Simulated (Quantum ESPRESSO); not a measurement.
# HfO2 under changes of volume

One of the cells (10.955 Å³/atom); the others are scaled copies at fixed shape and fractional positions:

```
Hf O
1.0
     5.21946    0.00000    0.00000
     0.00000    5.00476    0.00000
     0.00000    0.00000    5.03269
Hf O
4 8
Direct
  0.96699 0.73252 0.74144
  0.53301 0.73252 0.24144
  0.46699 0.26748 0.74144
  0.03301 0.26748 0.24144
  0.63213 0.92865 0.87927
  0.86787 0.92865 0.37927
  0.23395 0.53988 0.49229
  0.26605 0.53988 0.99229
  0.76605 0.46012 0.99229
  0.73395 0.46012 0.49229
  0.13213 0.07135 0.87927
  0.36787 0.07135 0.37927
```

Measurements of this composition are mostly on another form, of space group No. 14.

| Item | Value |
| --- | --- |
| Program | Quantum ESPRESSO 7.5 |
| Functional | PBE |
| Potentials or basis | SG15 PBE 1.2 |
| Cutoff | 952 eV |
| Density cutoff | 3810 eV |
| k mesh | 3 × 3 × 3 |
| Occupations | fermi-dirac, width 0.05 eV |
| Spin | no spin polarisation |

| volume (Å³/atom) | energy over the lowest point (meV/atom) | gap on the mesh (eV) | largest force (eV/Å) |
| --- | --- | --- | --- |
| 10.298 | 86.23 | 4.74 | 0.385 |
| 10.517 | ? | ? | ? |
| 10.736 | 27.17 | 4.59 | 0.198 |
| 10.955 | 10.53 | 4.52 | 0.123 |
| 11.175 | 2.16 | 4.45 | 0.071 |
| 11.394 | 0.00 | 4.37 | 0.079 |
| 11.613 | 4.45 | 4.30 | 0.129 |

Q: What does the run at 10.517 Å³/atom give?

A: Energy over the lowest point 52.10 meV/atom; gap on the mesh 4.67 eV; largest force 0.288 eV/Å.

Worked out: A Birch-Murnaghan fit of order 3 (a polynomial in V^(-2/3)) to the other rows has its minimum at 11.35 Å³/atom with B0 = V·E''(V) = 239 GPa and B' = 4.4 at fixed shape and positions, which overstates the stiffness. It gives 51.95 meV/atom at 10.517 Å³/atom, against the run's 52.10. A straight line through the other rows of the gap, of slope -3.66 eV per unit of ln V, gives 4.67 eV, against the run's 4.67.

Energies are extrapolated to zero smearing.

Caveats: some runs use coarse meshes; spin-orbit coupling is left out, which moves the levels of the heavy elements; an odd mesh through Γ misses points on the zone boundary, where band edges often lie.
